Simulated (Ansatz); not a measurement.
# Graphene/h-BP/graphene sandwich (62 atoms): taking the cell apart: runs compared

Aim: the interaction energy between the two parts of graphene/h-BP/graphene sandwich (62 atoms) and its distance dependence.

Computed with Ansatz 0.2.0: Kohn-Sham DFT, PBE+D3(BJ), PAW (set soft_2), plane waves.

## Step 1: The cell as built

The cell holds 62 atoms: 48 C, 7 B and 7 P. Its edges and angles: a = 8.507 Å, b = 8.507 Å, c = 20.910 Å, α = 90.0°, β = 90.0°, γ = 120.0°. It derives from C and BP. 12 cells of graphene (a = 2.46 Å, strained -0.17 %) and 7 cells of h-BP (a = 3.21 Å, +0.17 %) on one hexagonal cell, twist 10.89 deg; facing planes 3.49, 3.42 Å apart; 14 Å of vacuum; displaced by a Gaussian of 0.01 Å. Regions: layer 1, 24 atoms (24 C); layer 2, 14 atoms (7 B and 7 P); layer 3, 24 atoms (24 C). Vacuum lies along c.

## Step 2: The reference run

The reference is a single point at the end of the relaxation.

The parts (lower: layer 1 and layer 2 and upper: layer 3) keep their atoms where they stand in it, and shifted cells move the upper part rigidly.

Its input, with most atom lines left out:

```yaml
crystal:
  lattice:
    - [8.5073, 0.0, 0.0]
    - [-4.25365, 7.36754, 0.0]
    - [0.0, 0.0, 20.91]
  atoms:
    - { symbol: C, position: [0.16664, 0.66683, 0.32888] }
    - { symbol: C, position: [0.16653, 0.49993, 0.32911] }
    - { symbol: C, position: [0.33324, 5.0e-05, 0.32864] }
    - { symbol: C, position: [0.33321, 0.83338, 0.32863] }
    - { symbol: C, position: [0.16655, 0.16677, 0.32911] }
    - { symbol: C, position: [0.16658, 0.99996, 0.32893] }
    - { symbol: C, position: [0.3332, 0.50004, 0.32942] }
    [... atom lines 8 to 62 left out ...]
kpoints:
  mp_grid: { grid: [3, 3, 1] }
hamiltonian:
  xc: pbe
  dispersion: d3bj
scf:
  occupations: { method: gaussian, width: 0.05 }
output:
  forces: true
  populations: true
  dos:
    method: { smearing: { sigma: 0.08 } }
    de: 0.1
    projected:
      site_lists:
        B: [B]
        C: [C]
        P: [P]
        layer_1: [0, 1, 2, 3, 4, 5, 6, 7, 8, 9, 10, 11, 12, 13, 14, 15, 16, 17, 18, 19, 20, 21, 22, 23]
        layer_2: [24, 25, 26, 27, 28, 29, 30, 31, 32, 33, 34, 35, 36, 37]
        layer_3: [38, 39, 40, 41, 42, 43, 44, 45, 46, 47, 48, 49, 50, 51, 52, 53, 54, 55, 56, 57, 58, 59, 60, 61]
  eigenvalues: true
  write_density: true
  write_potential: true
  volumetric_format: npy
```

| Property | Result |
| --- | --- |
| free energy per atom | -297.3377 eV/atom |
| r.m.s. force component | 0.00783 eV/Å |

No gap is quoted, since levels at the Fermi energy are partly filled.

## Step 3: The runs

Each row is one run, on 8 threads of Arm Neoverse V2, shared host. The free energy is the program's total, comparable only between runs with the same functional, potentials and atoms, or as a whole against its parts.

```
                                 run  atoms    outcome  ionic steps, all passes  free energy (eV)     time  host memory (GiB)
           Single point at the start     62  converged                        -        -18434.553     22 s                4.9
                          Relaxation     62  converged                        5        -18434.935     76 s                5.0
Single point at the relaxed geometry     62  converged                        -        -18434.935     45 s                5.1
                The lower part alone     38  converged                        -        -12409.205     20 s                3.4
                The upper part alone     24  converged                        -         -6024.572    9.3 s                2.4
          Upper part moved by +0.3 Å     62  converged                        -        -18434.836     41 s                5.1
          Upper part moved by -0.3 Å     62  converged                        -        -18434.744     29 s                5.0
          Upper part moved by +0.8 Å     62  converged                        -        -18434.547  1.9 min                5.1
          Upper part moved by +1.6 Å     62  converged                        -        -18434.203     33 s                5.1
            Upper part moved by +3 Å     62  converged                        -        -18433.954     29 s                5.0
                     Whole cell, LDA     62  converged                        -        -17791.728     22 s                4.8
                     Lower part, LDA     38  converged                        -        -11960.363     11 s                3.2
                     Upper part, LDA     24  converged                        -         -5830.836    4.7 s                2.1
               Whole cell, r2SCAN+D4     62  converged                        -        -18494.388     41 s                8.0
               Lower part, r2SCAN+D4     38  converged                        -        -12452.953     29 s                6.0
               Upper part, r2SCAN+D4     24  converged                        -         -6040.354     15 s                4.6
```

In some runs the program notes that the exchange-correlation potential is rough where the density is thin and the stability of the SCF solution was not settled.

## Step 4: Interaction energy

Whole cell less its two parts, each frozen at the geometry of the whole and solved in the same cell with the same functional, so that energy zeros cancel. The upper part is 'layer 3' and the lower part 'layer 1 and layer 2'. The nearest atoms of the two parts stand 3.60 Å apart. The face is 62.68 Å².

```
functional  interaction energy (eV)  of it, the added dispersion term (eV)  per area (meV/Å²)  per area (J/m²)  per atom of the upper part (meV)
PBE+D3(BJ)                   -1.157                                 -1.392              -18.5            -0.30                             -48.2
       LDA                   -0.528                                      -               -8.4            -0.14                             -22.0
 r2SCAN+D4                   -1.081                                 -0.791              -17.2            -0.28                             -45.0
```

## Step 5: Energy against separation

The upper part is moved rigidly along the normal from its place in the reference.

```
shift (Å)  energy change (eV)  per area (meV/Å²)  share of the binding lost (%)
     -0.3               0.191               3.04                              -
     +0.0               0.000               0.00                              -
     +0.3               0.099               1.58                              9
     +0.8               0.388               6.20                             34
     +1.6               0.732              11.68                             63
     +3.0               0.980              15.64                             85
```

## Step 6: Levels of whole and parts

```
      cell  level spacing (eV)  vacuum level at the upper face, over the highest filled level, or over E_F where no gap is given (eV)  moment (μB)
     whole                   -                                                                                                   4.25      no spin
lower part                   -                                                                                                      -      no spin
upper part                   -                                                                                                   4.21      no spin
```

A dash marks a cell without a clear gap, or without a flat potential in the vacuum.

## Step 7: Findings

The parts bind with 18.5 meV/Å² (1.16 eV for the cell) at the level PBE+D3(BJ), the size of van der Waals binding between sheets. The added dispersion term contributes -1.392 eV, the functional itself 0.234 eV. At this one geometry the functionals range from -18.5 (PBE+D3(BJ)) to -8.4 meV/Å² (LDA). The curvature over ±0.3 Å is 0.82×10²⁰ N/m³, and the energy rises faster on the near side. At +3.0 Å, 85 % of the binding is lost; the shift also narrows the vacuum to the periodic image.

Caveats: The functionals run at their own default cutoffs. The parts are frozen, so the energy of their deformation isn't counted. No correction is made for dipoles across the vacuum, and the parts also feel their periodic images through it.

The DFT runs together took 9 min of wall time.

[Logs are printed without paths, hosts, clocks, repeated set-up lines and the standing remarks that a program may print on its own settings, such as how far it seeks lower states.]

[Hosts, paths, dates, database ids (printed as entryN), source tags and the programs' standing remarks are cut or masked in the printed files.]
